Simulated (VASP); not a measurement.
# C19O in VASP: a series of runs, part 2 of 2

VASP 6.6.1.

## 4. Single point, PBEsol

The input, INCAR:

```
SYSTEM = C19O
  PREC = Accurate
  ENCUT = 520
  EDIFF = 1E-7
  ISMEAR = 0
  SIGMA = 0.02
  LREAL = Auto
  LASPH = .TRUE.
  NELM = 100
  ALGO = Fast
  ISIF = 2
  LWAVE = .FALSE.
  LCHARG = .FALSE.
  GGA = PS
  NBANDS = 57
```

The input, KPOINTS:

```
Automatic mesh
0
G
  2 2 1
  0 0 0
```

The input, POSCAR:

```
C19O
1.0
    7.3980000000      0.0000000000      0.0000000000
   -3.6990000000      6.4068560000      0.0000000000
    0.0000000000      0.0000000000     13.0000000000
C O
19 1
Direct
   -0.0031028049      0.0012883074      0.0657311538
    0.2171660057      0.1114512329      0.0657651538
   -0.0053887954      0.3340356019      0.0657966154
    0.2194797889      0.4464648495      0.0657970000
   -0.0037296583      0.6696836951      0.0657860769
    0.2177846813      0.7804225661      0.0657860769
    0.3279233594      0.0006931637      0.0657796154
    0.5527998815      0.1131339615      0.0657663846
    0.3296323076      0.3363281460      0.0657788462
    0.5511528106      0.4471166513      0.0657803077
    0.3302310999      0.6679961279      0.0657833846
    0.5505336298      0.7781145698      0.0657317692
    0.6629496826      0.0029869565      0.0657127692
    0.8845011182      0.1137448696      0.0657511538
    0.6635675875      0.3346728879      0.0658001538
    0.8838618029      0.4448155226      0.0658058462
    0.6613221126      0.6673792887      0.0657543077
    0.8861355148      0.7798060390      0.0657493846
    0.7397103716     -0.0639466534      0.3163180769
    0.6690613697      0.0107128988      0.3659801538
```

Potentials or basis: VASP PAW PBE potentials, release 64 (C, O).

The run is started by

```sh
$ cat potpaw_PBE.64/C/POTCAR potpaw_PBE.64/O/POTCAR > POTCAR
$ mpirun -np 1 vasp_std > vasp.out
```

OUTCAR:

```text
SYSTEM = C19O
   PREC = Accurate
   ENCUT = 520
   EDIFF = 1E-7
   ISMEAR = 0
   LREAL = Auto
   LASPH = .TRUE.
   NELM = 100
   ISIF = 2
   GGA = PS

 ion  position               nearest neighbor table
   1  0.997  0.001  0.066-   2 1.41  18 1.42  14 1.44
   2  0.217  0.111  0.066-   1 1.41   7 1.42   9 1.44
   3  0.995  0.334  0.066-  14 1.41  16 1.42   4 1.44
   4  0.219  0.446  0.066-   9 1.41  11 1.42   3 1.44
   5  0.996  0.670  0.066-  18 1.41   6 1.42  16 1.44
   6  0.218  0.780  0.066-   7 1.41   5 1.42  11 1.44
[... 10 lines left out ...]
  17  0.661  0.667  0.066-  10 1.41  12 1.42  18 1.44
  18  0.886  0.780  0.066-   5 1.41   1 1.42  17 1.44
  19  0.740  0.936  0.316-  20 1.13
  20  0.669  0.011  0.366-  19 1.13

  LATTYP: Found a hexagonal cell.
 ALAT       =     7.3980000000
 C/A-ratio  =     1.7572316842

  Lattice vectors:

 A1 = (   7.3980000000,   0.0000000000,   0.0000000000)
 A2 = (  -3.6990000000,   6.4068560000,   0.0000000000)
 A3 = (   0.0000000000,   0.0000000000,  13.0000000000)

Analysis of symmetry for initial positions (statically):
=====================================================================
 Subroutine PRICEL returns:
 Original cell was already a primitive cell.

 Routine SETGRP: Setting up the symmetry group for a
 hexagonal supercell.

 Subroutine GETGRP returns: Found  1 space group operations
 (whereof  1 operations were pure point group operations)
 out of a pool of 24 trial point group operations.

The static configuration has the point symmetry C_1 .

Analysis of symmetry for dynamics (positions and initial velocities):
=====================================================================
 Subroutine PRICEL returns:
 Original cell was already a primitive cell.

 Routine SETGRP: Setting up the symmetry group for a
 hexagonal supercell.

 Subroutine GETGRP returns: Found  1 space group operations
 (whereof  1 operations were pure point group operations)
 out of a pool of 24 trial point group operations.

The dynamic configuration has the point symmetry C_1 .

 Subroutine INISYM returns: Found  1 space group operations
 (whereof  1 operations are pure point group operations),
 and found     1 'primitive' translations

----------------------------------------------------------------------------------------

                                     Primitive cell

  volume of cell :     616.1730

  direct lattice vectors                    reciprocal lattice vectors
     7.398000000  0.000000000  0.000000000     0.135171668  0.078041398  0.000000000
    -3.699000000  6.406856000  0.000000000     0.000000000  0.156082796  0.000000000
     0.000000000  0.000000000 13.000000000     0.000000000  0.000000000  0.076923077

  length of vectors
     7.398000000  7.398000054 13.000000000     0.156082797  0.156082796  0.076923077

  position of ions in fractional coordinates (direct lattice)
     0.996897195  0.001288307  0.065731154
     0.217166006  0.111451233  0.065765154
     0.994611205  0.334035602  0.065796615
     0.219479789  0.446464850  0.065797000
     0.996270342  0.669683695  0.065786077
     0.217784681  0.780422566  0.065786077
[... 12 lines left out ...]
     0.739710372  0.936053347  0.316318077
     0.669061370  0.010712899  0.365980154

  ion indices of the primitive-cell ions
[... 52 lines left out ...]
  0.000000  0.500000  0.000000      1.000000
  0.500000  0.500000  0.000000      1.000000
   k-points           NKPTS =      4   k-points in BZ     NKDIM =      4   number of bands    NBANDS=     57
   number of dos      NEDOS =    301   number of ions     NIONS =     20
   total plane-waves  NPLWV = 307328
   dimension x,y,z NGX =    56 NGY =   56 NGZ =   98
   dimension x,y,z NGXF=   112 NGYF=  112 NGZF=  196
   ions per type =              19   1
   NGX,Y,Z   is equivalent  to a cutoff of  12.58, 12.58, 12.53 a.u.
   NGXF,Y,Z  is equivalent  to a cutoff of  25.17, 25.17, 25.06 a.u.
 SYSTEM =  C19O
   PREC   = accura    normal or accurate (medium, high low for compatibility)
   ISTART =      0    job   : 0-new  1-cont  2-samecut
   ICHARG =      2    charge: 1-file 2-atom 10-const
   ISPIN  =      1    spin polarized calculation?
   LNONCOLLINEAR =      F non collinear calculations
   LSORBIT =      F    spin-orbit coupling
   LASPH  =      T    aspherical Exc in radial PAW
   ENCUT  =  520.0 eV  38.22 Ry    6.18 a.u.  13.76 13.76 24.17*2*pi/ulx,y,z
   NELM   =    100;   NELMIN=  2; NELMDL= -5     # of ELM steps
   EDIFF  = 0.1E-06   stopping-criterion for ELM
   LREAL  =      T    real-space projection
   EDIFFG = 0.1E-05   stopping-criterion for IOM
   NSW    =      0    number of steps for IOM
   IBRION =     -1    ionic relax: 0-MD 1-quasi-New 2-CG
   NFREE  =      0    steps in history (QN), initial steepest desc. (CG)
   ISIF   =      2    stress and relaxation
   ISYM   =      2    0-nonsym 1-usesym 2-fastsym
   POTIM  = 0.5000    time-step for ionic-motion
   TEBEG  =    0.0;   TEEND  =   0.0 temperature during run
   PSTRESS=    0.0 pullay stress
   NELECT =      82.0000    total number of electrons
   NUPDOWN=      -1.0000    fix difference up-down
   EMIN   =  10.00;   EMAX   =-10.00  energy-range for DOS
   EFERMI =   0.00;   METHOD = LEGACY
   ISMEAR =     0;   SIGMA  =   0.02  broadening in eV -4-tet -1-fermi 0-gaus
   EFERMI_NEDOS =   21; number of points for ismear=-14 and -15
   IALGO  =     68    algorithm
   IMIX   =      4    mixing-type and parameters
     AMIX     =   0.40;   BMIX     =  1.00
     AMIX_MAG =   1.60;   BMIX_MAG =  1.00
  volume/ion in A,a.u.               =      30.81       207.91
  Fermi-wavevector in a.u.,A,eV,Ry     =   0.835818  1.579468  9.504925  0.698592
  Thomas-Fermi vector in A             =   1.949440
   LORBIT       =      0    0 simple, 1 ext, 2 COOP (PROOUT), +10 PAW based schemes
   GGA     = PS    functional components
   LHFCALC =     F    Hartree Fock is set to
   AEXX    =    0.0000 exact exchange contribution
   IVDW    =     0    specifies the selected vdW correction
   LEPSILON=     F    determine dielectric tensor
   LRPA    =     F    only Hartree local field effects (RPA)
 non-spin polarized calculation
 RMM-DIIS sequential band-by-band and
 Gauss-broadening in eV      SIGMA  =   0.02
  energy-cutoff  :      520.00
  volume of cell :      616.17
 maximum number of plane-waves:     16651
 NGX is ok and might be reduce to    56
   NGX = 27   NGY = 27   NGZ = 49

 number of electron      81.9999999 magnetization

 Free energy of the ion-electron system (eV)
  ---------------------------------------------------
  ext. energy  EPLUGINS =         0.00000000
  ---------------------------------------------------
  free energy    TOTEN  =      -188.27882147 eV

  energy without entropy =     -188.27882147  energy(sigma->0) =     -188.27882147

 E-fermi :  -1.7409     XC(G=0):  -3.8891

 val. band max:       -1.8557074137   @ k =   0.0000   0.0000   0.0000
 cond. band min:      -1.6472459288   @ k =   0.0000   0.0000   0.0000
 fundamental gap:      0.2084614849
 Fermi energy:        -1.7409052124

 k-point     1 :       0.0000    0.0000    0.0000
  band No.  band energies     occupation
      1     -26.7418      2.00000
      2     -21.2337      2.00000
      3     -18.7333      2.00000
      4     -18.7270      2.00000
      5     -18.6265      2.00000
      6     -18.6215      2.00000
[... 213 lines left out ...]
     52       3.5015      0.00000
     53       3.9848      0.00000
 [bands above 53 left out]

------------------------ aborting loop because EDIFF is reached ----------------------------------------

  FORCE on cell =-STRESS in cart. coord.  units (eV):
  Direction    XX          YY          ZZ          XY          YZ          ZX
  --------------------------------------------------------------------------------------
  -------------------------------------------------------------------------------------
  Total       -1.3521525     -1.7299830      0.2833148     -0.3472433      0.2820349     -0.4813563
  in kB       -3.5158766     -4.4983141      0.7366772     -0.9029045      0.7333492     -1.2516260
  external PRESSURE =      -2.4258378 kB  Pullay stress =       0.0000000 kB

 VOLUME and BASIS-vectors are now :
 -----------------------------------------------------------------------------
  energy-cutoff  :      520.00
  volume of cell :      616.17
      direct lattice vectors                 reciprocal lattice vectors
     7.398000000  0.000000000  0.000000000     0.135171668  0.078041398  0.000000000
    -3.699000000  6.406856000  0.000000000     0.000000000  0.156082796  0.000000000
     0.000000000  0.000000000 13.000000000     0.000000000  0.000000000  0.076923077

 POSITION                                       TOTAL-FORCE (eV/Angst)
 -----------------------------------------------------------------------------------
      7.37028      0.00825      0.85450        -0.014384     -0.011447      0.002000
      1.19434      0.71405      0.85495         0.014393      0.005904      0.000555
      6.12254      2.14012      0.85536         0.007137      0.020438      0.001648
     -0.02776      2.86044      0.85536        -0.019188      0.005329     -0.000093
      4.89325      4.29057      0.85522         0.017764     -0.008123     -0.001088
     -1.27561      5.00006      0.85522        -0.004261     -0.019906     -0.001103
[... 12 lines left out ...]
      2.00992      5.99716      4.11213         0.747911     -0.449137     -0.605273
      4.91009      0.06864      4.75774        -0.747608      0.448696      0.605326
 -----------------------------------------------------------------------------------
    total drift:                                0.002106      0.000496      0.005443

  FREE ENERGIE OF THE ION-ELECTRON SYSTEM (eV)
  ---------------------------------------------------
  free  energy   TOTEN  =      -188.2788214671 eV

  energy  without entropy=     -188.2788214671  energy(sigma->0) =     -188.27882147
```

Run time: 5.6 min. Hardware: 1 thread of Intel Xeon 6975P-C (Granite Rapids), shared host; peak memory 0.66 GiB.

Results:

* Free energy: -188.2788 eV
* Largest force: 1.062 eV/Å
* Band gap on the k mesh: 0.21 eV, direct

Forces on the atoms (eV/Å):
```
C   -0.014 -0.011  0.002
C    0.014  0.006  0.001
C    0.007  0.020  0.002
C   -0.019  0.005  0.000
C    0.018 -0.008 -0.001
C   -0.004 -0.020 -0.001
C    0.005  0.006  0.002
C   -0.017  0.009  0.000
C    0.011 -0.006  0.000
C    0.005 -0.019 -0.002
C   -0.021  0.002  0.001
C    0.014  0.012 -0.002
C    0.018 -0.014 -0.003
C    0.002 -0.019 -0.002
C   -0.020 -0.004  0.000
C    0.010  0.023  0.000
C    0.002  0.017  0.002
C   -0.010  0.001  0.001
C    0.748 -0.449 -0.605
O   -0.748  0.449  0.605
```

Caveat: the k mesh is coarse (spacing up to 0.49 Å⁻¹), so the values aren't converged; the standard files for N, O and F lose accuracy on very short bonds; the PAW data sets were made with another functional, which shifts forces and pressure a little. A hybrid or GW would open this gap; PBEsol tends to underestimate it.
